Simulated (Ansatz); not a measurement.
Input of an Ansatz 0.2.0 run:

File input.yaml:

```yaml
crystal:
  lattice:
    - [-1.65128, 1.65128, 1.65128]
    - [1.65128, -1.65128, 1.65128]
    - [1.65128, 1.65128, -1.65128]
  atoms:
    - { symbol: Ta, position: [0.0, 0.0, 0.0] }
kpoints:
  mp_grid: { grid: [11, 11, 11] }
scf:
  occupations: { method: fermi_dirac, width: 0.05 }
hamiltonian:
  xc: blyp
  dispersion: d4
  pseudopotentials: { kind: all_electron, lapw: { basis_error: 0.001 } }
output:
  forces: true
  stress: true
relax:
  f_tol: 0.01
  max_steps: 60
  cell: {}
```

Potentials or basis: all-electron LAPW, scalar-relativistic.

Command:

```console
$ ansatz run input.yaml --threads 1 --pin off --max-ram 3072MiB --backend cpu --events-out ev --progress --plain --runs-dir out
```

Problem. Predict the relaxed volume.

Solution. 18.32 Å³/atom.

Problem. Estimate the space group after relaxing (to 0.05 Å).

Solution. Im-3m (No. 229).

Step by step:
```tsv
step	energy change (eV)	largest force (eV/Å)	volume (Å³)
1	0.0000	0.0000	18.01
2	-0.0033	0.0000	18.35
3	-0.0033	0.0000	18.32
4	-0.0033	0.0000	18.32
```

The run has no spin-orbit coupling, so splittings on Ta are missing. Zero-point motion and thermal expansion aren't in these numbers.
